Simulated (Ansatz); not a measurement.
## Tetragonal deformation path in Si2Mo

Theory: DFT PBE, scalar-relativistic, plane waves, PAW in Ansatz 0.2.0. Settings: plane waves to 420 eV, k-mesh 22×22×22 (Γ-centred), Gaussian smearing 0.15 eV. No spin polarisation. Energies are free energies at this smearing, counted from the undisturbed cell; pressure is positive in compression.

Reference structure (relaxed at this level):

```yaml
crystal:
  lattice:
    - [-1.60842, 1.60842, 3.93651]
    - [1.60842, -1.60842, 3.93651]
    - [1.60842, 1.60842, -3.93651]
  atoms:
    - { symbol: Si, position: [0.33510, 0.33510, 0.00000] }
    - { symbol: Si, position: [0.66490, 0.66490, 0.00000] }
    - { symbol: Mo, position: [0.00000, 0.00000, 0.00000] }
```

At fixed volume and fractional coordinates, lengths along (0.000, 0.000, 1.000) are scaled against those across it; ρ is that ratio over its starting value. The cell is metallic on the mesh throughout.

```tsv
ρ	ΔE (meV/atom)
0.850	320.0
0.920	80.4
0.960	18.5
1.000	0.0
1.050	24.1
1.100	86.5
1.200	279.5
```

Task: Predict the pressure (GPa) at each point.

Result:
| ρ | pressure (GPa) |
| --- | --- |
| 0.850 | 9.8 |
| 0.920 | 3.2 |
| 0.960 | 1.1 |
| 1.000 | 0.0 |
| 1.050 | -0.3 |
| 1.100 | 0.2 |
| 1.200 | 2.7 |

Cost: 7 runs of about 2.9 core-minutes in all, on Arm Neoverse V2 (shared hosts).